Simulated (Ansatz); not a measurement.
## Convergence of Sc2Al with the smearing width on a coarse mesh

Method: DFT r2SCAN, scalar-relativistic, plane waves, PAW in Ansatz.

```xyz
6
Lattice="4.8926 0.0000 0.0000 -2.4463 4.2371 0.0000 0.0000 0.0000 6.1614" Properties=species:S:1:pos:R:3 pbc="T T T"
Sc    0.0000    0.0000    0.0000
Sc    0.0000    0.0000    3.0807
Sc    0.0000    2.8248    4.6211
Sc    2.4463    1.4124    1.5404
Al    0.0000    2.8248    1.5404
Al    2.4463    1.4124    4.6211
```

```
plane-wave cutoff : 500 eV
Γ-centred k-mesh  : 6×6×3
spin treatment    : unpolarised
```

The atoms are held and the smearing width on a coarse mesh is swept. Energies are extrapolated to zero smearing and count from the reference run, 12×12×6 Γ-centred mesh, Gaussian smearing 0.1 eV. The cell isn't necessarily relaxed at this level. Pressure is positive in compression.

| rule, width (eV) | ΔE (meV/atom) | ΔF, free energy (meV/atom) | P (GPa) |
| --- | --- | --- | --- |
| Gaussian 0.01 | -2.43 | 0.47 | -0.11 |
| Gaussian 0.05 | -2.40 | -0.07 | -0.10 |
| Gaussian 0.1 | -2.27 | -2.14 | -0.11 |
| Gaussian 0.2 | -2.63 | -10.2 | -0.08 |
| Gaussian 0.4 | -5.09 | -39.8 | 0.00 |

Cost: 5 runs of about 0.89 core-minutes in all, on Intel Xeon Platinum 8259CL (Skylake/Cascade Lake) (shared hosts).